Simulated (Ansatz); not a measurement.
**Tl: energy along a strain**

Tl, P6_3/mmc, a = 3.456 Å, c = 5.525 Å (as given, not relaxed at this level: 0.0 GPa). Ansatz: PBEsol, PAW, 420 eV, Γ-centred 18×18×10 mesh on 2 atoms, Gaussian smearing 0.15 eV; no spin polarisation. Cell vectors (Å): 3.456 0.000 0.000; -1.728 2.993 0.000; 0.000 0.000 5.525. The cell is strained by x per cent times the pattern (0 0 0 0 0 1) in the order xx yy zz yz xz xy (engineering shears), with fractional coordinates held. y is the free energy over the start, V0 = 28.575 Å³/atom. Symmetry makes y even in x. Points with a strain past 8.5 % were computed too (4) and aren't used here.

```tsv
x (%)	y (meV/atom)
-7.50	3.65
0.00	0.00
1.87	0.17
3.75	0.74
5.62	?
```

Question: Fit y = c2 x² + c4 x⁴ to the other rows, get the stiffness along the pattern, and predict the missing energy.

Answer: Least squares on the rows shown. y = 0.04845 x² + 0.0002923 x⁴. The clamped-ion stiffness p·C·p = 2 × 0.4845 eV × 160.2 / 28.575 Å³ = 5.4 GPa, which is C66 in these axes. At x = 5.62 the fit asked for gives 1.82 meV/atom. The run gave 1.86 meV/atom, so the fit is 0.04 meV/atom too low, a small miss on the scale of the series.

Spin–orbit coupling is left out, which can shift energies with elements as heavy as these.